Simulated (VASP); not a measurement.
# TlCl (Pm-3m) in VASP: single point with r2SCAN

Aim: the single point of TlCl with r2SCAN.

Everything below comes from runs of VASP 6.6.1. Logs are shortened: lines on timing, memory, paths and dates and some standing lists are left out, and cuts for length are marked.

## (1) The structure

Symmetry: Pm-3m, No. 221, cubic system. Conventional cell: a = 3.834 Å, b = 3.834 Å, c = 3.834 Å, α = 90.00°, β = 90.00°, γ = 90.00°. Tl (site symmetry m-3m) is surrounded by 8 Cl at 3.32 Å. Cl (site symmetry m-3m) is surrounded by 8 Tl at 3.32 Å.

## (2) Single point, r2SCAN

Contents of POSCAR:

```
TlCl
1.0
    3.8340000000      0.0000000000      0.0000000000
    0.0000000000      3.8340000000      0.0000000000
    0.0000000000      0.0000000000      3.8340000000
Tl Cl
1 1
Direct
    0.0000000000      0.0000000000      0.0000000000
    0.5000000000      0.5000000000      0.5000000000
```

Contents of INCAR.step1:

```
PREC     = Accurate       # precision mode
ENCUT    = 520            # plane-wave cutoff, eV
ISMEAR   = 0              # smearing method
SIGMA    = 0.01           # smearing width, eV
LREAL    = False          # projectors in reciprocal space
LASPH    = True           # aspherical terms in the spheres
NELM     = 100            # most SCF steps
NBANDS   = 17             # bands
GGA      = PE             # functional
ALGO     = Normal         # electronic algorithm
EDIFF    = 1E-4           # SCF threshold, eV
LWAVE    = True           # write WAVECAR
LCHARG   = False          # write CHGCAR
```

Contents of INCAR.step2:

```
PREC     = Accurate       # precision mode
ENCUT    = 520            # plane-wave cutoff, eV
EDIFF    = 1E-6           # SCF threshold, eV
ISMEAR   = 0              # smearing method
SIGMA    = 0.01           # smearing width, eV
LREAL    = False          # projectors in reciprocal space
LASPH    = True           # aspherical terms in the spheres
NELM     = 100            # most SCF steps
ALGO     = Normal         # electronic algorithm
ISIF     = 2              # what is computed and relaxed
LWAVE    = False          # write WAVECAR
LCHARG   = False          # write CHGCAR
METAGGA  = R2SCAN         # meta-GGA
LMIXTAU  = True         
NBANDS   = 17             # bands
ISTART   = 1
```

Contents of KPOINTS:

```
regular mesh
0
Gamma
  5 5 5
```

Potentials or basis: VASP PAW PBE potentials, release 64 (Tl_d, Cl).

Started as:

```bash
$ cat potpaw_PBE.64/Tl_d/POTCAR potpaw_PBE.64/Cl/POTCAR > POTCAR
$ cp INCAR.step1 INCAR
$ mpirun -np 1 vasp_std > vasp.out
$ cp INCAR.step2 INCAR
$ mpirun -np 1 vasp_std > vasp.out
```

OUTCAR:

```text
PREC = Accurate
   ENCUT = 520
   EDIFF = 1E-6
   ISMEAR = 0
   LREAL = False
   LASPH = True
   NELM = 100
   ISIF = 2
   METAGGA = R2SCAN
   ISTART = 1

 ion  position               nearest neighbor table
   1  0.000  0.000  0.000-   2 3.32   2 3.32   2 3.32   2 3.32   2 3.32   2 3.32   2 3.32   2 3.32

   2  0.500  0.500  0.500-   1 3.32   1 3.32   1 3.32   1 3.32   1 3.32   1 3.32   1 3.32   1 3.32

  LATTYP: Found a simple cubic cell.
 ALAT       =     3.8340000000

  Lattice vectors:

 A1 = (   3.8340000000,   0.0000000000,   0.0000000000)
 A2 = (   0.0000000000,   3.8340000000,   0.0000000000)
 A3 = (   0.0000000000,   0.0000000000,   3.8340000000)

Analysis of symmetry for initial positions (statically):
=====================================================================
 Subroutine PRICEL returns:
 Original cell was already a primitive cell.

 Routine SETGRP: Setting up the symmetry group for a
 simple cubic supercell.

 Subroutine GETGRP returns: Found 48 space group operations
 (whereof 48 operations were pure point group operations)
 out of a pool of 48 trial point group operations.

The static configuration has the point symmetry O_h .

Analysis of symmetry for dynamics (positions and initial velocities):
=====================================================================
 Subroutine PRICEL returns:
 Original cell was already a primitive cell.

 Routine SETGRP: Setting up the symmetry group for a
 simple cubic supercell.

 Subroutine GETGRP returns: Found 48 space group operations
 (whereof 48 operations were pure point group operations)
 out of a pool of 48 trial point group operations.

The dynamic configuration has the point symmetry O_h .

 Subroutine INISYM returns: Found 48 space group operations
 (whereof 48 operations are pure point group operations),
 and found     1 'primitive' translations

----------------------------------------------------------------------------------------

                                     Primitive cell

  volume of cell :      56.3581

  direct lattice vectors                    reciprocal lattice vectors
     3.834000000  0.000000000  0.000000000     0.260824204  0.000000000  0.000000000
     0.000000000  3.834000000  0.000000000     0.000000000  0.260824204  0.000000000
     0.000000000  0.000000000  3.834000000     0.000000000  0.000000000  0.260824204

  length of vectors
     3.834000000  3.834000000  3.834000000     0.260824204  0.260824204  0.260824204

  position of ions in fractional coordinates (direct lattice)
[... 58 lines left out ...]
   ISPIN  =      1    spin polarized calculation?
   LNONCOLLINEAR =      F non collinear calculations
   LSORBIT =      F    spin-orbit coupling
   LASPH  =      T    aspherical Exc in radial PAW
   ENCUT  =  520.0 eV  38.22 Ry    6.18 a.u.   7.13  7.13  7.13*2*pi/ulx,y,z
   NELM   =    100;   NELMIN=  2; NELMDL=  0     # of ELM steps
   EDIFF  = 0.1E-05   stopping-criterion for ELM
   LREAL  =      F    real-space projection
[... 7 lines left out ...]
   TEBEG  =    0.0;   TEEND  =   0.0 temperature during run
   PSTRESS=    0.0 pullay stress
   NELECT =      20.0000    total number of electrons
   NUPDOWN=      -1.0000    fix difference up-down
   EMIN   =  10.00;   EMAX   =-10.00  energy-range for DOS
   EFERMI =   0.00;   METHOD = LEGACY
   ISMEAR =     0;   SIGMA  =   0.01  broadening in eV -4-tet -1-fermi 0-gaus
   EFERMI_NEDOS =   21; number of points for ismear=-14 and -15
   IALGO  =     38    algorithm
   IMIX   =      4    mixing-type and parameters
     AMIX     =   0.40;   BMIX     =  1.00
     AMIX_MAG =   1.60;   BMIX_MAG =  1.00
  volume/ion in A,a.u.               =      28.18       190.16
  Fermi-wavevector in a.u.,A,eV,Ry     =   1.159043  2.190273 18.277790  1.343380
  Thomas-Fermi vector in A             =   2.295639
   LORBIT       =      0    0 simple, 1 ext, 2 COOP (PROOUT), +10 PAW based schemes
   METAGGA = R2SCAN    functional components
   LHFCALC =     F    Hartree Fock is set to
   AEXX    =    0.0000 exact exchange contribution
   IVDW    =     0    specifies the selected vdW correction
   LEPSILON=     F    determine dielectric tensor
   LRPA    =     F    only Hartree local field effects (RPA)
 non-spin polarized calculation
 Gauss-broadening in eV      SIGMA  =   0.01
  energy-cutoff  :      520.00
  volume of cell :       56.36
 maximum number of plane-waves:      1532
 NGX is ok and might be reduce to    30
   NGX = 15   NGY = 15   NGZ = 15

 number of electron      20.0000005 magnetization

 Free energy of the ion-electron system (eV)
  ---------------------------------------------------
  ext. energy  EPLUGINS =         0.00000000
  ---------------------------------------------------
  free energy    TOTEN  =       -61.54965478 eV

  energy without entropy =      -61.54965478  energy(sigma->0) =      -61.54965478

 E-fermi :   2.1845     XC(G=0):  -9.6288

 val. band max:        2.1341916629   @ k =   0.4000   0.0000   0.0000
 cond. band min:       5.4422354505   @ k =   0.4000   0.0000   0.0000
 fundamental gap:      3.3080437876
 Fermi energy:         2.1845268022

 k-point     1 :       0.0000    0.0000    0.0000
  band No.  band energies     occupation
      1     -11.9911      2.00000
      2      -7.8574      2.00000
      3      -7.8574      2.00000
      4      -7.6066      2.00000
      5      -7.6066      2.00000
      6      -7.6066      2.00000
[... 177 lines left out ...]
      4      -7.7229      2.00000
      5      -7.5733      2.00000
      6      -7.5733      2.00000
[... 9 lines left out ...]
     16      15.4366      0.00000
     17      20.2629      0.00000

------------------------ aborting loop because EDIFF is reached ----------------------------------------

  FORCE on cell =-STRESS in cart. coord.  units (eV):
  Direction    XX          YY          ZZ          XY          YZ          ZX
  --------------------------------------------------------------------------------------
  -------------------------------------------------------------------------------------
  Total        0.0038909      0.0038909      0.0038909     -0.0000000      0.0000000     -0.0000000
  in kB        0.1106111      0.1106111      0.1106111     -0.0000000      0.0000000     -0.0000000
  external PRESSURE =       0.1106111 kB  Pullay stress =       0.0000000 kB

 VOLUME and BASIS-vectors are now :
 -----------------------------------------------------------------------------
  energy-cutoff  :      520.00
  volume of cell :       56.36
      direct lattice vectors                 reciprocal lattice vectors
     3.834000000  0.000000000  0.000000000     0.260824204  0.000000000  0.000000000
     0.000000000  3.834000000  0.000000000     0.000000000  0.260824204  0.000000000
     0.000000000  0.000000000  3.834000000     0.000000000  0.000000000  0.260824204

 POSITION                                       TOTAL-FORCE (eV/Angst)
 -----------------------------------------------------------------------------------
      0.00000      0.00000      0.00000         0.000000      0.000000      0.000000
      1.91700      1.91700      1.91700         0.000000      0.000000      0.000000
 -----------------------------------------------------------------------------------
    total drift:                                0.000000      0.000000     -0.000000

  FREE ENERGIE OF THE ION-ELECTRON SYSTEM (eV)
  ---------------------------------------------------
  free  energy   TOTEN  =       -61.5496547764 eV

  energy  without entropy=      -61.5496547764  energy(sigma->0) =      -61.54965478
```

Run time: 35 s. Hardware: 1 thread of Intel Xeon Platinum 8488C (Sapphire Rapids), shared host; peak memory 0.17 GiB.

Results:

* Free energy: -61.5497 eV
* Pressure: 0.0 GPa
* Band gap on the k mesh: 3.31 eV, direct

Caveat: the PAW data sets were made with another functional, which shifts forces and pressure a little; spin-orbit coupling is left out, which as a rule narrows the gap of such compounds by several tenths of an eV; an odd mesh through Γ misses points on the zone boundary, where band edges often lie. r2SCAN opens gaps a little over a GGA but as a rule still falls short of measured ones.
